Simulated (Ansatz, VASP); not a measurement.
One calculation of MnO, two programs

Contents of INCAR:

```
SYSTEM = MnO
PREC = Accurate ; ENCUT = 520
EDIFF = 1E-7 ; ISMEAR = 0
SIGMA = 0.05 ; LREAL = .False.
LASPH = .True. ; NELM = 150
ALGO = Normal ; ISIF = 2
LWAVE = .False. ; LCHARG = .False.
ISPIN = 2 ; MAGMOM = 5 0
LORBIT = 11 ; LMAXMIX = 4
LDAU = .True. ; LDAUTYPE = 2
LDAUL = 2 -1 ; LDAUU = 3.9 0
LDAUJ = 0 0 ; LDAUPRINT = 1
GGA = PE ; NBANDS = 20
```

The input KPOINTS:

```
regular mesh
0
Gamma
  12 12 12
  0 0 0
```

Contents of POSCAR:

```
MnO
1.0
    0.0000000000      2.2220003343      2.2220003343
    2.2220003343      0.0000000000      2.2220003343
    2.2220003343      2.2220003343      0.0000000000
Mn O
1 1
Direct
    0.0000000000      0.0000000000      0.0000000000
    0.5000000000      0.5000000000      0.5000000000
```

Input for Ansatz:

```yaml
crystal:
  lattice:
    - [0.0, 2.2220003343, 2.2220003343]
    - [2.2220003343, 0.0, 2.2220003343]
    - [2.2220003343, 2.2220003343, 0.0]
  atoms:
    - { symbol: Mn, position: [0.0, 0.0, 0.0], spin: 5.0 }
    - { symbol: O, position: [0.5, 0.5, 0.5] }
basis:
  ecutwfc: 420
  ecutrho_ratio: 4
kpoints:
  mp_grid: { grid: [12, 12, 12] }
hamiltonian:
  xc: pbe
  hubbard: { sites: [{ species: Mn, l: d, u_eff: 3.9 }] }
scf:
  occupations: { method: gaussian, width: 0.05 }
  lower_state_search: "off"
output:
  forces: true
  stress: true
  eigenvalues: true
  populations: true
  hubbard: { sites: [{ species: Mn, l: d }] }
magnetization:
  spin_polarized: true
checkpoint:
  read: start.run
  write: ck
  compress: false
  write_wavefunctions: false
  write_every: 100000
```

Alike in both runs: task single point; functional PBE; k mesh 12 × 12 × 12; occupations gaussian, width 0.05 eV; collinear spin; Hubbard terms Mn d U = 3.9 eV.

|  | VASP | Ansatz |
| --- | --- | --- |
| version | VASP 6.6.1 | Ansatz 0.2.0 |
| potentials or method | VASP PAW PBE potentials, release 64 (Mn_pv, O) | scalar-relativistic, plane waves, PAW |
| plane-wave cutoff (eV) | 520 | 420 |
| valence electrons in the cell | 19 | 21 |

```tsv
	VASP	Ansatz	Ansatz less VASP
gap on the k mesh at the Fermi level (eV)	0.21	0.13	-0.087
least direct gap on the mesh (eV)	2.70	2.59	-0.110
pressure (GPa)	7.9	9.6	+1.68
net moment per atom (μB)	2.50	2.50	0.000
size of the moment on the site where the two differ most (μB)	4.62	4.28	-0.345
```

Site moments also hang on the region over which each program counts them. The programs project onto different local orbitals, so the same U acts differently. The two sets of potentials don't hold the same shells in valence. Ansatz warned: «stability_check_not_made».

Caveats: a cell with one magnetic atom can't hold antiferromagnetic order, which such compounds often take. The state reached can hang on the start; a lower one may exist.
